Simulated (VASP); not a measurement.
A run of VASP 6.6.1 is set up as follows.

The input INCAR:

```
SYSTEM = ScAl3
PREC = Accurate ; ENCUT = 520
EDIFF = 1E-7 ; ISMEAR = 0
SIGMA = 0.1 ; LREAL = .False.
LASPH = .True. ; NELM = 100
ALGO = Normal ; ISIF = 2
LWAVE = .False. ; LCHARG = .False.
GGA = PE ; NBANDS = 18
```

Contents of KPOINTS:

```
Automatic mesh
0
Gamma
  10 10 10
  0 0 0
```

POSCAR

```
ScAl3
1.0
    4.1049207875      0.0000000000      0.0000000000
    0.0000000000      4.1049207875      0.0000000000
    0.0000000000      0.0000000000      4.1049207875
Sc Al
1 3
Direct
    0.0000000000      0.0000000000      0.0000000000
    0.5000000000      0.0000000000      0.5000000000
    0.0000000000      0.5000000000      0.5000000000
    0.5000000000      0.5000000000      0.0000000000
```

Potentials or basis: VASP PAW PBE potentials, release 64 (Sc_sv, Al).

Run with:

```console
$ cat potpaw_PBE.64/Sc_sv/POTCAR potpaw_PBE.64/Al/POTCAR > POTCAR
$ mpirun -np 1 vasp_std > vasp.out
```

**Question.** Predict the pressure.

**Answer.** 0.0 GPa.

**Question.** Estimate the band gap on the k mesh.

**Answer.** None (metal or under the smearing width).
